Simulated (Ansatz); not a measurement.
BaSnO3 (cubic perovskite)

```yaml
crystal:
  lattice:
    - [4.17621, 0.00000, 0.00000]
    - [0.00000, 4.17621, 0.00000]
    - [0.00000, 0.00000, 4.17621]
  atoms:
    - { symbol: Ba, position: [0.00000, 0.00000, 0.00000] }
    - { symbol: Sn, position: [0.50000, 0.50000, 0.50000] }
    - { symbol: O, position: [0.00000, 0.50000, 0.50000] }
    - { symbol: O, position: [0.50000, 0.50000, 0.00000] }
    - { symbol: O, position: [0.50000, 0.00000, 0.50000] }
```

The slice is a {110} plane (indices of the conventional cell) through the point (0.000, 0.000, 0.000) (fractional), spanned by u = [100] and v = [011] in vectors of this cell: u (4.18 Å) and v (5.91 Å, at 90° to u). It covers one period; positions are fractions (u, v).

Computed with PBE (plane waves to 420 eV, PAW, scalar-relativistic; Ansatz, a first-principles code). k mesh 8×8×8. Inside the PAW spheres the values are not all-electron values, and peaks at nuclei hang on which shells count as valence. BaSnO3 was relaxed with its symmetry unable to fall. The PAW data are Ansatz's earlier set.

Three fields on this plane, each scaled to ten steps between its own extremes (0 low, 9 high; the total valence density on a logarithmic scale, the potential cut 8 eV below its top; x marks points blanked near nuclei; v = 0 in the bottom row):

Map A
```
|xxxxx00000000000000xxxx|
|xxxxx00000000000000xxxx|
|xxxx0000000000000000xxx|
|xxx000000000000000000xx|
|00000000000000000000000|
|00000000000000000000000|
|00000000111111110000000|
|00000011112222111100000|
|00000112333333332110000|
|00000123566666653210000|
|00000235799999975320000|
|xxx012479xxxxxx974210xx|
|xxxx1258xxxxxxxx8521xxx|
|xxxxx35xxxxxxxxxx53xxxx|
|xxxxx35xxxxxxxxxx53xxxx|
|xxxxx35xxxxxxxxxx53xxxx|
|xxxxx35xxxxxxxxxx53xxxx|
|xxxxx35xxxxxxxxxx53xxxx|
|xxxx1258xxxxxxxx8521xxx|
|xxx012479xxxxxx974210xx|
|00000235799999975320000|
|00000123566666653210000|
|00000112333333332110000|
|00000011112222111100000|
|00000000111111110000000|
|00000000000000000000000|
|00000000000000000000000|
|xxx000000000000000000xx|
|xxxx0000000000000000xxx|
|xxxxx00000000000000xxxx|
|xxxxx00000000000000xxxx|
|xxxxx00000000000000xxxx|
```

Map B
```
|xxxxx00046888864000xxxx|
|xxxxx00157899875100xxxx|
|xxxx0003678998763000xxx|
|xxx000147899998741000xx|
|00000036789999876300000|
|00001357899999987531000|
|01234567888888887654321|
|55566777777667777776655|
|88887776543333456777888|
|99998764200000024678999|
|99998641000000001468999|
|xxx775100xxxxxx001577xx|
|xxxx5300xxxxxxxx0035xxx|
|xxxxx10xxxxxxxxxx01xxxx|
|xxxxx00xxxxxxxxxx00xxxx|
|xxxxx00xxxxxxxxxx00xxxx|
|xxxxx00xxxxxxxxxx00xxxx|
|xxxxx10xxxxxxxxxx01xxxx|
|xxxx5300xxxxxxxx0035xxx|
|xxx775100xxxxxx001577xx|
|99998641000000001468999|
|99998764200000024678999|
|88887776543333456777888|
|55566777777667777776655|
|01234567888888887654321|
|00001357899999987531000|
|00000036789999876300000|
|xxx000147899998741000xx|
|xxxx0003678998763000xxx|
|xxxxx00157899875100xxxx|
|xxxxx00046888864000xxxx|
|xxxxx00046888864000xxxx|
```

Map C
```
|xxxxx99620000002699xxxx|
|xxxxx98510000001589xxxx|
|xxxx9972000000002799xxx|
|xxx997410000000014799xx|
|99997410000000000147999|
|88764100000000000014678|
|44321000000000000001234|
|00000000000000000000000|
|00000000011111100000000|
|43321000111111110001233|
|77653111112222111113567|
|xxx752112xxxxxx211257xx|
|xxxx6311xxxxxxxx1136xxx|
|xxxxx42xxxxxxxxxx24xxxx|
|xxxxx42xxxxxxxxxx24xxxx|
|xxxxx42xxxxxxxxxx24xxxx|
|xxxxx42xxxxxxxxxx24xxxx|
|xxxxx42xxxxxxxxxx24xxxx|
|xxxx6311xxxxxxxx1136xxx|
|xxx752112xxxxxx211257xx|
|77653111112222111113567|
|43321000111111110001233|
|00000000011111100000000|
|00000000000000000000000|
|44321000000000000001234|
|88764100000000000014678|
|99997410000000000147999|
|xxx997410000000014799xx|
|xxxx9972000000002799xxx|
|xxxxx98510000001589xxxx|
|xxxxx99620000002699xxxx|
|xxxxx99620000002699xxxx|
```

Problem. Assign the maps to these fields: density of the lowest conduction band (whole band as if filled, smooth part); electron localisation function (ELF); electrostatic potential energy of an electron, from the cell's mean.

Solution. A is the density of the lowest conduction band (whole band as if filled, smooth part); B is the electrostatic potential energy of an electron, from the cell's mean; C is the electron localisation function (ELF).
